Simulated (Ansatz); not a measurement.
**CO₂ — O-17 NMR of the central transition**

Cell: a Materials Project structure (computed, not necessarily an observed phase), taken as it stands.

Space group Pbcn (No. 60); a = 4.7845, b = 6.3155, c = 5.6789 Å.

```csv
site,Wyckoff,site symmetry,x,y,z
C,4c,.2.,0.5000,0.8530,0.7500
O,8d,1,0.7010,0.1463,0.1336
```

One atom of each set is listed.

All values are calculated (Ansatz; DFT, r2SCAN, plane waves and PAW, scalar-relativistic, 500 eV cutoff, Γ-centred 5×4×4 k-points, Fermi–Dirac smearing 0.02 eV), not measured.

O-17 has I = 5/2 and Q = -25.58 mb (Pyykkö 2018); at 35.2 T its Larmor frequency is ν₀ = 203.3 MHz. Only the quadrupole interaction is simulated: positions count from each site's isotropic chemical shift, and J coupling is left out, as are shift anisotropy and dipolar coupling, which fast spinning averages.

Question: Give C_Q, η, the quadrupolar product P_Q = |C_Q|(1 + η²/3)^½, the second-order isotropic shift and the breadth of the pattern (fast magic-angle spinning) for each O site.

Answer: 

```csv
site,first shell,C_Q (MHz),η,P_Q (MHz),δ_QIS (ppm),breadth (kHz)
O,1 C at 1.17 Å,-4.73,0.03,4.73,-3.25,1.43
```

δ_QIS = −(ν_Q²/30ν₀²)[I(I+1) − 3/4](1 + η²/3) × 10⁶ ppm with ν_Q = 3|C_Q|/[2I(2I−1)]; it falls as 1/B₀² in ppm, and the breadth as 1/B₀ in kHz.

At O V_zz points along its bond to C (within 1°).

The largest force is 0.7 eV/Å, so the atoms aren't at the calculated equilibrium and relaxing them would move these values.
